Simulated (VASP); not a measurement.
# Si2Ge (I4_1/amd) in VASP: relaxation of cell and atoms with PBE

Aim: the relaxation of cell and atoms of Si2Ge with PBE.

Everything below comes from runs of VASP 6.6.1. Logs are shortened: lines on timing, memory, paths and dates and some standing lists are left out, and cuts for length are marked.

## Step 1: Starting point

The structure is tetragonal, space group I4_1/amd (No. 141). The conventional cell has a = 3.932 Å, b = 3.932 Å, c = 16.644 Å, α = 90.00°, β = 90.00°, γ = 90.00°. Si (site symmetry 2mm) has 2 Si at 2.38 Å and 2 Ge at 2.42 Å as nearest neighbours. Ge (site symmetry -4m2) has 4 Si at 2.42 Å as nearest neighbours.

The cell was built by a generator and needn't be a form met in nature.

## Step 2: Relaxation of cell and atoms, PBE

INCAR reads:

```
SYSTEM = Si2Ge
  ALGO = Normal
  EDIFF = 1E-6
  EDIFFG = -0.01
  ENCUT = 520
  GGA = PE
  IBRION = 2
  ISIF = 3
  ISMEAR = 0
  KPAR = 4
  LASPH = .True.
  LCHARG = .False.
  LREAL = .False.
  LWAVE = .False.
  NELM = 120
  NSW = 90
  PREC = Accurate
  SIGMA = 0.1
```

KPOINTS reads:

```
k-points
0
Gamma
  10 10 10
  0 0 0
```

POSCAR reads:

```
Si2Ge
1.0
   -1.9660000000      1.9660000000      8.3220000000
    1.9660000000     -1.9660000000      8.3220000000
    1.9660000000      1.9660000000     -8.3220000000
Si Ge
4 2
Direct
    0.0847152100      0.5847152100      0.5000000000
    0.4152847900      0.9152847900      0.5000000000
    0.6652847900      0.6652847900      0.0000000000
    0.3347152100      0.3347152100      0.0000000000
    0.0000000000      0.0000000000      0.0000000000
    0.7500000000      0.2500000000      0.5000000000
```

Potentials or basis: VASP PAW PBE potentials, release 64 (Si, Ge_d).

Command:

```console
> cat potpaw_PBE.64/Si/POTCAR potpaw_PBE.64/Ge_d/POTCAR > POTCAR
> mpirun -np 4 vasp_std > vasp.out
```

OUTCAR:

```text
SYSTEM = Si2Ge
   EDIFF = 1E-6
   EDIFFG = -0.01
   ENCUT = 520
   GGA = PE
   IBRION = 2
   ISIF = 3
   ISMEAR = 0
   LASPH = .True.
   LREAL = .False.
   NELM = 120
   NSW = 90
   PREC = Accurate

 ion  position               nearest neighbor table
   1  0.085  0.585  0.500-   3 2.38   3 2.38   5 2.42   5 2.42
   2  0.415  0.915  0.500-   4 2.38   4 2.38   5 2.42   5 2.42
   3  0.665  0.665  0.000-   1 2.38   1 2.38   6 2.42   6 2.42
   4  0.335  0.335  0.000-   2 2.38   2 2.38   6 2.42   6 2.42
   5  0.000  0.000  0.000-   1 2.42   2 2.42   1 2.42   2 2.42
   6  0.750  0.250  0.500-   4 2.42   3 2.42   4 2.42   3 2.42

  LATTYP: Found a body centered tetragonal cell.
 ALAT       =     3.9320000000
 C/A-ratio  =     4.2329603255

  Lattice vectors:

 A1 = (  -1.9660000000,   1.9660000000,   8.3220000000)
 A2 = (   1.9660000000,  -1.9660000000,   8.3220000000)
 A3 = (   1.9660000000,   1.9660000000,  -8.3220000000)

Analysis of symmetry for initial positions (statically):
=====================================================================
 Subroutine PRICEL returns:
 Original cell was already a primitive cell.

 Routine SETGRP: Setting up the symmetry group for a
 body centered tetragonal supercell.

 Subroutine GETGRP returns: Found 16 space group operations
 (whereof  8 operations were pure point group operations)
 out of a pool of 16 trial point group operations.

The static configuration has the point symmetry D_2d.
 The point group associated with its full space group is D_4h.

Analysis of symmetry for dynamics (positions and initial velocities):
=====================================================================
 Subroutine PRICEL returns:
 Original cell was already a primitive cell.

 Routine SETGRP: Setting up the symmetry group for a
 body centered tetragonal supercell.

 Subroutine GETGRP returns: Found 16 space group operations
 (whereof  8 operations were pure point group operations)
 out of a pool of 16 trial point group operations.

The dynamic configuration has the point symmetry D_2d.
 The point group associated with its full space group is D_4h.

 Subroutine INISYM returns: Found 16 space group operations
 (whereof  8 operations are pure point group operations),
 and found     1 'primitive' translations

----------------------------------------------------------------------------------------

                                     Primitive cell

  volume of cell :     128.6633

  direct lattice vectors                    reciprocal lattice vectors
    -1.966000000  1.966000000  8.322000000     0.000000000  0.254323499  0.060081711
     1.966000000 -1.966000000  8.322000000     0.254323499  0.000000000  0.060081711
     1.966000000  1.966000000 -8.322000000     0.254323499  0.254323499  0.000000000

  length of vectors
     8.774166399  8.774166399  8.774166399     0.261324041  0.261324041  0.359667742

  position of ions in fractional coordinates (direct lattice)
     0.084715210  0.584715210  0.500000000
     0.415284790  0.915284790  0.500000000
     0.665284790  0.665284790  0.000000000
     0.334715210  0.334715210  0.000000000
     0.000000000  0.000000000  0.000000000
     0.750000000  0.250000000  0.500000000

  ion indices of the primitive-cell ions
   primitive index   ion index
                 1           1
                 2           2
                 3           3
                 4           4
                 5           5
                 6           6

----------------------------------------------------------------------------------------

 KPOINTS: k-points

Automatic generation of k-mesh.
 Grid dimensions read from file:
 generate k-points for:   10   10   10

 Generating k-lattice:

  Cartesian coordinates                     Fractional coordinates (reciprocal lattice)
     0.000000000  0.025432350  0.006008171     0.100000000  0.000000000 -0.000000000
     0.025432350  0.000000000  0.006008171     0.000000000  0.100000000 -0.000000000
     0.025432350  0.025432350  0.000000000     0.000000000  0.000000000  0.100000000

  Length of vectors
     0.026132404  0.026132404  0.035966774

  Shift w.r.t. Gamma in fractional coordinates (k-lattice)
     0.000000000  0.000000000  0.000000000

 Subroutine IBZKPT returns following result:
 ===========================================

 Found    102 irreducible k-points:

 Following reciprocal coordinates:
            Coordinates               Weight
  0.000000  0.000000  0.000000      1.000000
  0.100000  0.000000  0.000000      8.000000
  0.200000  0.000000  0.000000      8.000000
  0.300000  0.000000 -0.000000      8.000000
  0.400000  0.000000  0.000000      8.000000
  0.500000  0.000000 -0.000000      4.000000
[... 16 lines left out ...]
  0.300000  0.300000 -0.000000      8.000000
  0.400000  0.300000 -0.000000     16.000000
 [... further k-points ...]
   k-points           NKPTS =    102   k-points in BZ     NKDIM =    102   number of bands    NBANDS=     26
   number of dos      NEDOS =    301   number of ions     NIONS =      6
   total plane-waves  NPLWV = 343000
   dimension x,y,z NGX =    70 NGY =   70 NGZ =   70
   dimension x,y,z NGXF=   140 NGYF=  140 NGZF=  140
   ions per type =               4   2
   NGX,Y,Z   is equivalent  to a cutoff of  13.26, 13.26, 13.26 a.u.
   NGXF,Y,Z  is equivalent  to a cutoff of  26.53, 26.53, 26.53 a.u.
 SYSTEM =  Si2Ge
   PREC   = accura    normal or accurate (medium, high low for compatibility)
   ISTART =      0    job   : 0-new  1-cont  2-samecut
   ICHARG =      2    charge: 1-file 2-atom 10-const
   ISPIN  =      1    spin polarized calculation?
   LNONCOLLINEAR =      F non collinear calculations
   LSORBIT =      F    spin-orbit coupling
   LASPH  =      T    aspherical Exc in radial PAW
   ENCUT  =  520.0 eV  38.22 Ry    6.18 a.u.  16.31 16.31 16.31*2*pi/ulx,y,z
   NELM   =    120;   NELMIN=  2; NELMDL= -5     # of ELM steps
   EDIFF  = 0.1E-05   stopping-criterion for ELM
   LREAL  =      F    real-space projection
   EDIFFG = -.1E-01   stopping-criterion for IOM
   NSW    =     90    number of steps for IOM
   IBRION =      2    ionic relax: 0-MD 1-quasi-New 2-CG
   NFREE  =      1    steps in history (QN), initial steepest desc. (CG)
   ISIF   =      3    stress and relaxation
   ISYM   =      2    0-nonsym 1-usesym 2-fastsym
   POTIM  = 0.5000    time-step for ionic-motion
   TEBEG  =    0.0;   TEEND  =   0.0 temperature during run
   PSTRESS=    0.0 pullay stress
   NELECT =      44.0000    total number of electrons
   NUPDOWN=      -1.0000    fix difference up-down
   EMIN   =  10.00;   EMAX   =-10.00  energy-range for DOS
   EFERMI =   0.00;   METHOD = LEGACY
   ISMEAR =     0;   SIGMA  =   0.10  broadening in eV -4-tet -1-fermi 0-gaus
   EFERMI_NEDOS =   21; number of points for ismear=-14 and -15
   IALGO  =     38    algorithm
   IMIX   =      4    mixing-type and parameters
     AMIX     =   0.40;   BMIX     =  1.00
     AMIX_MAG =   1.60;   BMIX_MAG =  1.00
  volume/ion in A,a.u.               =      21.44       144.71
  Fermi-wavevector in a.u.,A,eV,Ry     =   1.144830  2.163414 17.832266  1.310635
  Thomas-Fermi vector in A             =   2.281520
   LORBIT       =      0    0 simple, 1 ext, 2 COOP (PROOUT), +10 PAW based schemes
   GGA     = PE    functional components
   LHFCALC =     F    Hartree Fock is set to
   AEXX    =    0.0000 exact exchange contribution
   IVDW    =     0    specifies the selected vdW correction
   LEPSILON=     F    determine dielectric tensor
   LRPA    =     F    only Hartree local field effects (RPA)
 conjugate gradient relaxation of ions
 non-spin polarized calculation
 Gauss-broadening in eV      SIGMA  =   0.10
  energy-cutoff  :      520.00
  volume of cell :      128.66
 maximum number of plane-waves:      3502
 NGX is ok and might be reduce to    70
   NGX = 33   NGY = 33   NGZ = 33

--------------------------------------- Ionic step        1  -------------------------------------------

 number of electron      43.9999993 magnetization

 Free energy of the ion-electron system (eV)
  ---------------------------------------------------
  ext. energy  EPLUGINS =         0.00000000
  ---------------------------------------------------
  free energy    TOTEN  =       -30.63058742 eV

  energy without entropy =      -30.63058687  energy(sigma->0) =      -30.63058714

------------------------ aborting loop because EDIFF is reached ----------------------------------------

  FORCE on cell =-STRESS in cart. coord.  units (eV):
  Direction    XX          YY          ZZ          XY          YZ          ZX
  --------------------------------------------------------------------------------------
  -------------------------------------------------------------------------------------
  Total       -0.2332439     -0.2332439     -0.0784121      0.0000000      0.0000000      0.0000000
  in kB       -2.9044647     -2.9044647     -0.9764255      0.0000000      0.0000000      0.0000000
  external PRESSURE =      -2.2617850 kB  Pullay stress =       0.0000000 kB
[... 185 lines left out ...]
  energy  without entropy=      -30.6309085854  energy(sigma->0) =      -30.63090888

--------------------------------------- Ionic step        6  -------------------------------------------

 number of electron      43.9999993 magnetization

 Free energy of the ion-electron system (eV)
  ---------------------------------------------------
  ext. energy  EPLUGINS =         0.00000000
  ---------------------------------------------------
  free energy    TOTEN  =       -30.63095370 eV

  energy without entropy =      -30.63095313  energy(sigma->0) =      -30.63095342

 E-fermi :   5.5448     XC(G=0):  -9.5020

 val. band max:        5.2970831223   @ k =   0.0000   0.0000   0.0000
 cond. band min:       5.7883614341   @ k =   0.0000   0.0000   0.0000
 fundamental gap:      0.4912783118
 Fermi energy:         5.5448236275

 k-point     1 :       0.0000    0.0000    0.0000
  band No.  band energies     occupation
      1     -18.9584      2.00000
      2     -18.9583      2.00000
      3     -18.9497      2.00000
      4     -18.9497      2.00000
      5     -18.9496      2.00000
      6     -18.9496      2.00000
[... 685 lines left out ...]
     25       8.2858      0.00000
     26       8.5065      0.00000

 [... further k-points ...]
[... 5 lines left out ...]
  --------------------------------------------------------------------------------------
  -------------------------------------------------------------------------------------
  Total       -0.0266333     -0.0266333      0.0234426      0.0000000     -0.0000000      0.0000000
  in kB       -0.3325125     -0.3325125      0.2926779      0.0000000     -0.0000000      0.0000000
  external PRESSURE =      -0.1241157 kB  Pullay stress =       0.0000000 kB
[... 21 lines left out ...]
  FREE ENERGIE OF THE ION-ELECTRON SYSTEM (eV)
  ---------------------------------------------------
  free  energy   TOTEN  =       -30.6309537040 eV

  energy  without entropy=      -30.6309531264  energy(sigma->0) =      -30.63095342

 reached required accuracy - stopping structural energy minimisation
```

It took 28 min on 4 MPI ranks of Intel Xeon Platinum 8175M at 2.50GHz (Skylake/Cascade Lake), shared host; peak memory 0.95 GiB.

Results:

* Free energy: -30.6310 eV
* Relaxed volume: 21.39 Å³/atom
* Relaxed cell: a = 8.774 Å, b = 8.774 Å, c = 8.774 Å, α = 154.14°, β = 154.14°, γ = 36.90°
* Space group after relaxing (to 0.05 Å): I4_1/amd (No. 141)
* Energy gained by relaxing: 0.1 meV/atom
* Ionic steps: 6
* Pressure after relaxing: 0.0 GPa
* Band gap on the k mesh: 0.49 eV, direct

Forces in eV/Å, atoms in the order of the input:
```
Si   0.000  0.000  0.003
Si   0.000  0.000 -0.003
Si   0.000  0.000 -0.003
Si   0.000  0.000  0.003
Ge   0.000  0.000  0.000
Ge   0.000  0.000  0.000
```

Step by step:
```
step  energy change (eV)  largest force (eV/Å)  pressure (GPa)  volume (Å³)
   1              0.0000                0.0313           -0.23       128.66
   2             -0.0002                0.0010            0.21       128.10
   3             -0.0003                0.0108            0.02       128.31
   4             -0.0003                0.0097            0.08       128.29
   5             -0.0003                0.0105           -0.01       128.30
   6             -0.0004                0.0029           -0.01       128.33
```

Final structure:
```
Si Ge
1.0
    -1.96337    1.96337    8.32268
     1.96337   -1.96337    8.32268
     1.96337    1.96337   -8.32268
Si Ge
4 2
Direct
  0.08479 0.58479 0.50000
  0.41521 0.91521 0.50000
  0.66521 0.66521 0.00000
  0.33479 0.33479 0.00000
  0.00000 0.00000 0.00000
  0.75000 0.25000 0.50000
```

A k mesh can miss the band edges.
